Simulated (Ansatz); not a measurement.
# HPt12: the cost of one run

Program: Ansatz 0.2.0. Level of theory: DFT PBE, scalar-relativistic, plane waves, PAW. These are calculated values, not measurements.

The COD entry's cell or inner coordinates are ideal or old and differ from later refinements, so a difference from it is no clean test against experiment.

### 1 The structure to begin with

It takes space group Fm-3m (No. 225, cubic). The conventional cell has a = 3.970 Å, b = 3.970 Å, c = 3.970 Å, α = 90.00°, β = 90.00°, γ = 90.00°. Around Pt (site symmetry m-3m) lie 12 Pt at 2.81 Å.

Coordinates:

```
Pt
1.0
     0.00000    1.98506    1.98506
     1.98506    0.00000    1.98506
     1.98506    1.98506    0.00000
Pt
1
Cartesian
  0.0000 0.0000 0.0000
```

It is the result of an earlier relaxation at this level (volume 15.64 Å³/atom; gap on the mesh: none (metal)).

### 4 The grid

Atoms count from 1 in the order of the input.

H is moved along a line over the surface and along the normal, above a rigid substrate.

The axes are (1) position of H13 along the diagonal of the surface cell, from above Pt9: 6 values from 0.00 to 3.31 Å, periodic; (2) height of H13 above the plane of Pt9: 8 values from −0.30 to 3.43 Å.

Nothing else is relaxed. Points are written as (first, second).

(The set-up runs are not shown.)

### 5 Grid point (1.32 Å, 0.77 Å)

File input.yaml:

```yaml
crystal:
  lattice:
    - [5.6145835605, 0.0, 0.0]
    - [0.0, 5.6145835605, 0.0]
    - [0.0, 0.0, 20.8516597862]
  atoms:
    - { symbol: Pt, position: [0.25, 0.25, 0.1918312519] }
    - { symbol: Pt, position: [0.25, 0.75, 0.1918312519] }
    - { symbol: Pt, position: [0.75, 0.25, 0.1918312519] }
    - { symbol: Pt, position: [0.75, 0.75, 0.1918312519] }
    - { symbol: Pt, position: [0.0, 0.0, 0.2842219789] }
    - { symbol: Pt, position: [0.0, 0.5, 0.2842219789] }
    - { symbol: Pt, position: [0.5, 0.0, 0.2842219789] }
    - { symbol: Pt, position: [0.5, 0.5, 0.2842219789] }
    - { symbol: Pt, position: [0.25, 0.25, 0.3765484315] }
    - { symbol: Pt, position: [0.25, 0.75, 0.3765484315] }
    - { symbol: Pt, position: [0.75, 0.25, 0.3765484315] }
    - { symbol: Pt, position: [0.75, 0.75, 0.3765484315] }
    - { symbol: H, position: [0.4166666667, 0.4166666667, 0.4134759475], spin: 1.0 }
basis:
  ecutwfc: 420
kpoints:
  mp_grid: { grid: [5, 5, 1] }
hamiltonian:
  xc: pbe
scf:
  occupations: { method: gaussian, width: 0.1 }
output:
  forces: true
  eigenvalues: true
  populations: true
magnetization:
  spin_polarized: true
efield:
  axis: 3
  dipole_correction: true
  ramp_width: 0.04
```

Command:

```bash
$ ansatz run input.yaml --threads 4 --pin off --max-ram 12288MiB --backend cpu --events-out ev --progress --plain --runs-dir out
```

What time and memory should one allow on 4 threads of Arm Neoverse V2, shared host?

About 92 s, with a peak of 2.4 GiB.
